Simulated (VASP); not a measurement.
# BaTiO3 (R3m) in VASP: further runs, part 2 of 2

VASP 6.6.1.

## (4) Relaxation of cell and atoms, r2SCAN

INCAR reads:

```
PREC     = Accurate       # precision mode
ENCUT    = 600            # plane-wave cutoff, eV
EDIFF    = 1E-6           # SCF threshold, eV
ISMEAR   = 0              # smearing method
SIGMA    = 0.03           # smearing width, eV
LREAL    = F              # projectors in reciprocal space
LASPH    = T              # aspherical terms in the spheres
NELM     = 80             # most SCF steps
ALGO     = Normal         # electronic algorithm
ISIF     = 3              # what is computed and relaxed
LWAVE    = F              # write WAVECAR
LCHARG   = F              # write CHGCAR
METAGGA  = R2SCAN         # meta-GGA
LMIXTAU  = T            
IBRION   = 2              # ionic algorithm
NSW      = 90             # ionic steps
EDIFFG   = -0.01          # ionic threshold
KPAR     = 2
```

KPOINTS reads:

```
regular mesh
0
Gamma
  7 7 7
```

POSCAR reads:

```
BaTiO3
1.0
    2.8273666084      1.6323808724      2.3183934932
   -2.8273666084      1.6323808724      2.3183934932
    0.0000000000     -3.2647617449      2.3183934932
Ba Ti O
1 1 3
Direct
    0.0000000000      0.0000000000      0.0000000000
    0.4845000000      0.4845000000      0.4845000000
    0.5086000000      0.5086000000      0.0175000000
    0.0175000000      0.5086000000      0.5086000000
    0.5086000000      0.0175000000      0.5086000000
```

On the command line:

```sh
$ cat potpaw_PBE.64/Ba_sv/POTCAR potpaw_PBE.64/Ti_sv/POTCAR potpaw_PBE.64/O/POTCAR > POTCAR
$ mpirun -np 2 vasp_std > vasp.out
```

Run time: 6.3 min. Hardware: 2 MPI ranks of AMD EPYC 9R45 (Zen 5), shared host; peak memory 0.23 GiB.

Results (log left out):

* Free energy: -74.2793 eV
* Relaxed volume: 13.14 Å³/atom
* Relaxed cell: a = 4.035 Å, b = 4.035 Å, c = 4.035 Å, α = 89.82°, β = 89.82°, γ = 89.82°
* Space group after relaxing (to 0.05 Å): R3m (No. 160)
* Energy gained by relaxing: 3.4 meV/atom
* Ionic steps: 8
* Pressure after relaxing: 0.0 GPa
* Largest force after relaxing: 0.004 eV/Å
* Band gap on the k mesh: 2.82 eV, indirect (least direct gap 3.21 eV)

Forces on the atoms (eV/Å):
```
Ba   0.000  0.000  0.001
Ti   0.000  0.000 -0.003
O    0.000 -0.003  0.001
O    0.003  0.002  0.001
O   -0.003  0.002  0.001
```

The path:
```
step  energy change (eV)  largest force (eV/Å)  pressure (GPa)  volume (Å³)
   1              0.0000                0.2558            3.78        64.20
   2              0.0092                0.3093           -4.27        67.05
   3             -0.0155                0.0907            0.04        65.44
   4             -0.0162                0.0610            0.03        65.50
   5             -0.0167                0.0482            0.01        65.61
   6             -0.0169                0.0247            0.02        65.64
   7             -0.0170                0.0060            0.03        65.67
   8             -0.0170                0.0036           -0.03        65.70
```

Final structure:
```
Ba Ti O
1.0
     2.84878    1.64475    2.33706
    -2.84878    1.64475    2.33706
     0.00000   -3.28949    2.33706
Ba Ti O
1 1 3
Direct
  0.99752 0.99752 0.99752
  0.48426 0.48426 0.48426
  0.50932 0.50932 0.01877
  0.01877 0.50932 0.50932
  0.50932 0.01877 0.50932
```

Levels at points of the mesh, in eV from the valence-band top:
| k point | band 18 | band 19 | band 20 | band 21 | band 22 | band 23 |
| --- | --- | --- | --- | --- | --- | --- |
| (0.00, 0.00, 0.00) | -0.50 | -0.39 | -0.39 | 2.82 | 2.82 | 2.95 |

Caveat: the PAW data sets were made with another functional, which shifts forces and pressure a little; spin-orbit coupling is left out, which moves the levels of the heavy elements; an odd mesh through Γ misses points on the zone boundary, where band edges often lie. Zero-point motion and thermal expansion aren't in these numbers.

## (5) Relaxation of cell and atoms, r2SCAN

This run uses another cell than the first one, of 13.14 Å³/atom, 1.023 times its volume.

Changes to INCAR since step 4:

```diff
@@ -2,3 +2,3 @@
 ENCUT    = 600            # plane-wave cutoff, eV
-EDIFF    = 1E-6           # SCF threshold, eV
+EDIFF    = 1E-7           # SCF threshold, eV
 ISMEAR   = 0              # smearing method
@@ -16,3 +16,3 @@
 NSW      = 90             # ionic steps
-EDIFFG   = -0.01          # ionic threshold
+EDIFFG   = -0.005         # ionic threshold
 KPAR     = 2
```

KPOINTS is that of step 4.

POSCAR reads:

```
BaTiO3                                  
1.0
    2.8487833700      1.6447458455      2.3370615783
   -2.8487833700      1.6447458455      2.3370615783
    0.0000000000     -3.2894916910      2.3370615783
  Ba              Ti              O             
     1     1     3
Direct
     0.9975248484710070    0.9975248484710070    0.9975248484710069
     0.4842582701241774    0.4842582701241774    0.4842582701241778
     0.5093233652800264    0.5093233652800264    0.0187701508447601
     0.0187701508447601    0.5093233652800269    0.5093233652800265
     0.5093233652800269    0.0187701508447601    0.5093233652800265
```

Potentials or basis: VASP PAW PBE potentials, release 64 (Ba_sv, Ti_sv, O).

On the command line:

```sh
$ cat potpaw_PBE.64/Ba_sv/POTCAR potpaw_PBE.64/Ti_sv/POTCAR potpaw_PBE.64/O/POTCAR > POTCAR
$ mpirun -np 2 vasp_std > vasp.out
```

OUTCAR:

```text
PREC = Accurate
   ENCUT = 600
   EDIFF = 1E-7
   ISMEAR = 0
   LREAL = F
   LASPH = T
   NELM = 80
   ISIF = 3
   METAGGA = R2SCAN
   IBRION = 2
   NSW = 90
   EDIFFG = -0.005

 ion  position               nearest neighbor table
   1  0.998  0.998  0.998-   3 2.79   4 2.79   5 2.79   4 2.85   5 2.85   5 2.85   4 2.85   3 2.85
                             3 2.85   3 2.93   4 2.93   5 2.93   2 3.41   2 3.46   2 3.46   2 3.46
   2  0.484  0.484  0.484-   3 1.88   4 1.88   5 1.88   3 2.16   4 2.16   5 2.16   1 3.41   1 3.46
                             1 3.46   1 3.46   1 3.52   1 3.52   1 3.52   1 3.60
   3  0.509  0.509  0.019-   2 1.88   2 2.16   1 2.79   1 2.85   1 2.85   1 2.93
   4  0.019  0.509  0.509-   2 1.88   2 2.16   1 2.79   1 2.85   1 2.85   1 2.93
   5  0.509  0.019  0.509-   2 1.88   2 2.16   1 2.79   1 2.85   1 2.85   1 2.93

  LATTYP: Found a trigonal (rhomboedric) cell.
 ALAT       =     4.0351719178
 COS(alpha) =     0.0031615951

  Lattice vectors:

 A1 = (   2.8487833700,   1.6447458455,   2.3370615783)
 A2 = (  -2.8487833700,   1.6447458455,   2.3370615783)
 A3 = (   0.0000000000,  -3.2894916910,   2.3370615783)

Analysis of symmetry for initial positions (statically):
=====================================================================
 Subroutine PRICEL returns:
 Original cell was already a primitive cell.

 Routine SETGRP: Setting up the symmetry group for a
 trigonal (rhombohedral) supercell.

 Subroutine GETGRP returns: Found  6 space group operations
 (whereof  6 operations were pure point group operations)
 out of a pool of 12 trial point group operations.

The static configuration has the point symmetry C_3v.

Analysis of symmetry for dynamics (positions and initial velocities):
=====================================================================
 Subroutine PRICEL returns:
 Original cell was already a primitive cell.

 Routine SETGRP: Setting up the symmetry group for a
 trigonal (rhombohedral) supercell.

 Subroutine GETGRP returns: Found  6 space group operations
 (whereof  6 operations were pure point group operations)
[... 139 lines left out ...]
 conjugate gradient relaxation of ions
 non-spin polarized calculation
 Gauss-broadening in eV      SIGMA  =   0.03
  energy-cutoff  :      600.00
  volume of cell :       65.70
 maximum number of plane-waves:      2231
   NGX = 17   NGY = 17   NGZ = 17

--------------------------------------- Ionic step        1  -------------------------------------------

 number of electron      39.9999998 magnetization

 Free energy of the ion-electron system (eV)
  ---------------------------------------------------
  ext. energy  EPLUGINS =         0.00000000
  ---------------------------------------------------
  free energy    TOTEN  =       -74.28253233 eV

  energy without entropy =      -74.28253233  energy(sigma->0) =      -74.28253233

------------------------ aborting loop because EDIFF is reached ----------------------------------------

  FORCE on cell =-STRESS in cart. coord.  units (eV):
  Direction    XX          YY          ZZ          XY          YZ          ZX
  --------------------------------------------------------------------------------------
  -------------------------------------------------------------------------------------
  Total       -0.0294363     -0.0294363     -0.0222659      0.0000000      0.0000000     -0.0000000
  in kB       -0.7178167     -0.7178167     -0.5429641      0.0000000      0.0000000     -0.0000000
  external PRESSURE =      -0.6595325 kB  Pullay stress =       0.0000000 kB
[... 65 lines left out ...]
--------------------------------------- Ionic step        3  -------------------------------------------

 number of electron      39.9999998 magnetization

 Free energy of the ion-electron system (eV)
  ---------------------------------------------------
  ext. energy  EPLUGINS =         0.00000000
  ---------------------------------------------------
  free energy    TOTEN  =       -74.28254006 eV

  energy without entropy =      -74.28254006  energy(sigma->0) =      -74.28254006

 E-fermi :   3.3484     XC(G=0): -11.7620

 val. band max:        3.2249059277   @ k =   0.4286   0.4286   0.4286
 cond. band min:       6.0489769648   @ k =   0.0000   0.0000   0.0000
 fundamental gap:      2.8240710370
 Fermi energy:         3.3483852254

 k-point     1 :       0.0000    0.0000    0.0000
  band No.  band energies     occupation
      1     -55.3005      2.00000
      2     -30.4930      2.00000
      3     -30.4924      2.00000
      4     -30.4924      2.00000
      5     -22.2315      2.00000
      6     -14.4587      2.00000
[... 637 lines left out ...]
     23       7.5379      0.00000
     24       9.0656      0.00000

 [... further k-points ...]

------------------------ aborting loop because EDIFF is reached ----------------------------------------

  FORCE on cell =-STRESS in cart. coord.  units (eV):
  Direction    XX          YY          ZZ          XY          YZ          ZX
  --------------------------------------------------------------------------------------
  -------------------------------------------------------------------------------------
  Total        0.0036690      0.0036690      0.0043216     -0.0000000      0.0000000      0.0000000
  in kB        0.0895089      0.0895089      0.1054297     -0.0000000      0.0000000      0.0000000
  external PRESSURE =       0.0948159 kB  Pullay stress =       0.0000000 kB
[... 20 lines left out ...]
  FREE ENERGIE OF THE ION-ELECTRON SYSTEM (eV)
  ---------------------------------------------------
  free  energy   TOTEN  =       -74.2825400649 eV

  energy  without entropy=      -74.2825400649  energy(sigma->0) =      -74.28254006

 reached required accuracy - stopping structural energy minimisation
```

OSZICAR:

```text
N       E                     dE             d eps       ncg     rms          rms(c)
DAV:   1     0.460349036669E+03    0.46035E+03   -0.23549E+04  2112   0.205E+03
DAV:   2    -0.416485460820E+02   -0.50200E+03   -0.49244E+03  2608   0.533E+02
DAV:   3    -0.943377578832E+02   -0.52689E+02   -0.51770E+02  3096   0.160E+02
[... 36 lines left out ...]
DAV:   5    -0.742825407565E+02    0.16978E-06   -0.16107E-06  3616   0.105E-02    0.185E-03
DAV:   6    -0.742825405873E+02    0.16918E-06   -0.51947E-07  2544   0.422E-03    0.190E-03
DAV:   7    -0.742825402607E+02    0.32656E-06   -0.89119E-08  1104   0.332E-03    0.905E-04
DAV:   8    -0.742825400848E+02    0.17595E-06   -0.78864E-08  1128   0.315E-03    0.333E-04
DAV:   9    -0.742825400649E+02    0.19887E-07   -0.32208E-08  1120   0.199E-03
   3 F= -.74282540E+02 E0= -.74282540E+02  d E =-.773389E-05
```

Wall time 3.4 min (2 MPI ranks of AMD EPYC 9R45 (Zen 5), shared host); peak memory 0.22 GiB.

What came out:

- Free energy: -74.2825 eV
- Relaxed volume: 13.13 Å³/atom
- Relaxed cell: a = 4.035 Å, b = 4.035 Å, c = 4.035 Å, α = 89.82°, β = 89.82°, γ = 89.82°
- Space group after relaxing (to 0.05 Å): R3m (No. 160)
- Energy gained by relaxing: 0.0 meV/atom
- Ionic steps: 3
- Pressure after relaxing: 0.0 GPa
- Band gap on the k mesh: 2.82 eV, indirect (least direct gap 3.21 eV)

Forces on the atoms (eV/Å):
```
Ba   0.000  0.000  0.001
Ti   0.000  0.000  0.003
O    0.000  0.001 -0.001
O   -0.001  0.000 -0.001
O    0.001  0.000 -0.001
```

Final structure:
```
Ba Ti O
1.0
     2.84834    1.64449    2.33679
    -2.84834    1.64449    2.33679
     0.00000   -3.28898    2.33679
Ba Ti O
1 1 3
Direct
  0.99753 0.99753 0.99753
  0.48425 0.48425 0.48425
  0.50932 0.50932 0.01879
  0.01879 0.50932 0.50932
  0.50932 0.01879 0.50932
```

Caveat: the PAW data sets were made with another functional, which shifts forces and pressure a little; spin-orbit coupling is left out, which moves the levels of the heavy elements; an odd mesh through Γ misses points on the zone boundary, where band edges often lie. r2SCAN opens gaps a little over a GGA but as a rule still falls short of measured ones.

## (6) Overview

```csv
task,level,cell,gap on the mesh (eV),pressure (GPa)
relaxation of shape and atoms at fixed volume,PBEsol,atoms relaxed at fixed volume from: a relaxed cell with its volume scaled by 1.04,2.59,-4.1
relaxation of shape and atoms at fixed volume,PBEsol,atoms relaxed at fixed volume from: a relaxed cell with its volume scaled by 1.06,2.70,-5.7
relaxation of cell and atoms,r2SCAN,relaxed,2.82,0.0
```

Alike in all rows: potentials or basis VASP PAW PBE potentials, release 64 (Ba_sv, Ti_sv, O); no spin polarisation; k mesh 7 × 7 × 7; cutoff (eV) 600; smearing gaussian 0.03 eV.

Caveats: the PAW data sets were made with another functional, which shifts forces and pressure a little; spin-orbit coupling is left out, which moves the levels of the heavy elements; an odd mesh through Γ misses points on the zone boundary, where band edges often lie.

Absolute energies hang on the potentials; compare differences alone.
